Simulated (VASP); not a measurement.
# CdTe (Cmcm) in VASP: electric field gradients with PBE

Aim: the electric field gradients of CdTe with PBE.

Everything below comes from runs of VASP 6.6.1. Logs are shortened: lines on timing, memory, paths and dates and some standing lists are left out, and cuts for length are marked.

### Step 1. The structure

It takes space group Cmcm (No. 63, orthorhombic). Conventional cell: a = 6.131 Å, b = 6.189 Å, c = 6.091 Å, α = 90.00°, β = 90.00°, γ = 90.00°. Cd (site symmetry m2m) has 6 Te at 3.03 to 3.16 Å as nearest neighbours. Te (site symmetry m2m) has 6 Cd at 3.03 to 3.16 Å as nearest neighbours.

Measurements of this composition are mostly on another form, of space group No. 216.

### Step 2. Electric field gradients, PBE

INCAR

```
PREC = Accurate
ENCUT = 520
EDIFF = 1E-8
ISMEAR = -1
SIGMA = 0.05
LREAL = False
LASPH = True
NELM = 100
ALGO = Fast
ISIF = 2
LWAVE = False
LCHARG = False
GGA = PE
LEFG = True
NBANDS = 26
```

KPOINTS

```
regular mesh
0
Gamma
  9 9 6
```

POSCAR

```
CdTe
1.0
    3.0652910000     -3.0946090000      0.0000000000
    3.0652910000      3.0946090000      0.0000000000
    0.0000000000      0.0000000000      6.0906520000
Cd Te
2 2
Direct
    0.2770300000      0.7229700000      0.7500000000
    0.7229700000      0.2770300000      0.2500000000
    0.7661370000      0.2338630000      0.7500000000
    0.2338630000      0.7661370000      0.2500000000
```

Potentials or basis: VASP PAW PBE potentials, release 64 (Cd, Te).

Started as:

```bash
> cat potpaw_PBE.64/Cd/POTCAR potpaw_PBE.64/Te/POTCAR > POTCAR
> mpirun -np 1 vasp_std > vasp.out
```

OUTCAR:

```text
PREC = Accurate
   ENCUT = 520
   EDIFF = 1E-8
   ISMEAR = -1
   LREAL = False
   LASPH = True
   NELM = 100
   ISIF = 2
   GGA = PE

 ion  position               nearest neighbor table
   1  0.277  0.723  0.750-   3 3.03   4 3.06   4 3.06   3 3.07   3 3.07   3 3.16
   2  0.723  0.277  0.250-   4 3.03   3 3.06   3 3.06   4 3.07   4 3.07   4 3.16
   3  0.766  0.234  0.750-   1 3.03   2 3.06   2 3.06   1 3.07   1 3.07   1 3.16
   4  0.234  0.766  0.250-   2 3.03   1 3.06   1 3.06   2 3.07   2 3.07   2 3.16

  LATTYP: Found a base centered orthorhombic cell.
 ALAT       =     6.1305820000
 B/A-ratio  =     1.0095645079
 C/A-ratio  =     0.9934867522

  Lattice vectors:

 A1 = (   3.0652910000,  -3.0946090000,   0.0000000000)
 A2 = (   3.0652910000,   3.0946090000,   0.0000000000)
 A3 = (   0.0000000000,   0.0000000000,   6.0906520000)

Analysis of symmetry for initial positions (statically):
=====================================================================
 Subroutine PRICEL returns:
 Original cell was already a primitive cell.

 Routine SETGRP: Setting up the symmetry group for a
 base centered orthorhombic supercell.

 Subroutine GETGRP returns: Found  8 space group operations
 (whereof  4 operations were pure point group operations)
 out of a pool of  8 trial point group operations.

The static configuration has the point symmetry C_2h.
 The point group associated with its full space group is D_2h.

Analysis of symmetry for dynamics (positions and initial velocities):
=====================================================================
 Subroutine PRICEL returns:
 Original cell was already a primitive cell.

 Routine SETGRP: Setting up the symmetry group for a
 base centered orthorhombic supercell.

 Subroutine GETGRP returns: Found  8 space group operations
 (whereof  4 operations were pure point group operations)
 out of a pool of  8 trial point group operations.

The dynamic configuration has the point symmetry C_2h.
 The point group associated with its full space group is D_2h.

 Subroutine INISYM returns: Found  8 space group operations
 (whereof  4 operations are pure point group operations),
 and found     1 'primitive' translations

----------------------------------------------------------------------------------------
[... 139 lines left out ...]
  ext. energy  EPLUGINS =         0.00000000
  ---------------------------------------------------
  free energy    TOTEN  =        -8.89551171 eV

  energy without entropy =       -8.87810726  energy(sigma->0) =       -8.88680948

 E-fermi :   3.7569     XC(G=0):  -9.6460

 val. band max:        3.7410147005   @ k =   0.4444  -0.0000   0.1667
 cond. band min:       3.7590738086   @ k =   0.3333  -0.0000   0.1667
 fundamental gap:      0.0180591081
 Fermi energy:         3.7568949214

 k-point     1 :       0.0000    0.0000    0.0000
  band No.  band energies     occupation
      1      -7.7106      2.00000
      2      -6.8951      2.00000
      3      -4.5023      2.00000
      4      -4.4891      2.00000
      5      -4.4742      2.00000
      6      -4.4515      2.00000
[... 685 lines left out ...]
     25      12.9185      0.00000
     26      13.1321      0.00000

 [... further k-points ...]
[... 5 lines left out ...]
  --------------------------------------------------------------------------------------
  -------------------------------------------------------------------------------------
  Total       -0.1521900     -0.1940890      0.1081963      0.0000000     -0.0000000      0.0000000
  in kB       -2.1102083     -2.6911641      1.5002091      0.0000000     -0.0000000      0.0000000
  external PRESSURE =      -1.1003878 kB  Pullay stress =       0.0000000 kB

 VOLUME and BASIS-vectors are now :
 -----------------------------------------------------------------------------
  energy-cutoff  :      520.00
  volume of cell :      115.55
      direct lattice vectors                 reciprocal lattice vectors
     3.065291000 -3.094609000  0.000000000     0.163116650 -0.161571300  0.000000000
     3.065291000  3.094609000  0.000000000     0.163116650  0.161571300  0.000000000
     0.000000000  0.000000000  6.090652000     0.000000000  0.000000000  0.164186035

 POSITION                                       TOTAL-FORCE (eV/Angst)
 -----------------------------------------------------------------------------------
      3.06529      1.38001      4.56799         0.000000      0.042889      0.000000
      3.06529     -1.38001      1.52266         0.000000     -0.042889     -0.000000
      3.06529     -1.64718      4.56799         0.000000      0.031170      0.000000
      3.06529      1.64718      1.52266         0.000000     -0.031170      0.000000
 -----------------------------------------------------------------------------------
    total drift:                                0.000000     -0.000000      0.000000

  FREE ENERGIE OF THE ION-ELECTRON SYSTEM (eV)
  ---------------------------------------------------
  free  energy   TOTEN  =        -8.8955117082 eV

  energy  without entropy=       -8.8781072618  energy(sigma->0) =       -8.88680948

 Electric field gradients (V/A^2)
---------------------------------------------------------------------
 ion       V_xx      V_yy      V_zz      V_xy      V_xz      V_yz
---------------------------------------------------------------------
   1      -0.450     5.114    -4.664     0.000    -0.000    -0.000
   2      -0.450     5.114    -4.664     0.000    -0.000     0.000
   3       6.912    -8.800     1.888     0.000     0.000     0.000
   4       6.912    -8.800     1.888    -0.000     0.000     0.000
---------------------------------------------------------------------

 Electric field gradients after diagonalization (V/A^2)
 (convention: |V_zz| > |V_xx| > |V_yy|)
----------------------------------------------------------------------
 ion       V_xx      V_yy      V_zz     asymmetry (V_yy - V_xx)/ V_zz
----------------------------------------------------------------------
   1      -4.664    -0.450     5.114       0.824
   2      -4.664    -0.450     5.114       0.824
   3       6.912     1.888    -8.800       0.571
   4       6.912     1.888    -8.800       0.571
----------------------------------------------------------------------

           NMR quadrupolar parameters

 Cq : quadrupolar parameter    Cq=e*Q*V_zz/h
 eta: asymmetry parameters     (V_yy - V_xx)/ V_zz
 Q  : nuclear electric quadrupole moment in mb (millibarn)
----------------------------------------------------------------------
 ion       Cq(MHz)       eta       Q (mb)
----------------------------------------------------------------------
   1       0.012       0.824       1.000
   2       0.012       0.824       1.000
   3      -0.021       0.571       1.000
   4      -0.021       0.571       1.000
----------------------------------------------------------------------
```

It took 2.6 min on 1 thread of Intel Xeon Platinum 8488C (Sapphire Rapids), shared host; peak memory 0.39 GiB.

What came out:

- Free energy: -8.8955 eV
- Pressure: -0.1 GPa
- Largest force: 0.043 eV/Å
- Band gap on the k mesh: none (metal or under the smearing width)

Forces in eV/Å, atoms in the order of the input:
```
Cd   0.000  0.043  0.000
Cd   0.000 -0.043  0.000
Te   0.000  0.031  0.000
Te   0.000 -0.031  0.000
```

Electric field gradients, principal values (V/Å²):
| atom | Vxx | Vyy | Vzz |
| --- | --- | --- | --- |
| 1 Cd | -0.450 | -4.664 | 5.114 |
| 2 Cd | -0.450 | -4.664 | 5.114 |
| 3 Te | 1.888 | 6.912 | -8.800 |
| 4 Te | 1.888 | 6.912 | -8.800 |

Spin-orbit coupling is left out, which matters for the levels of Te.
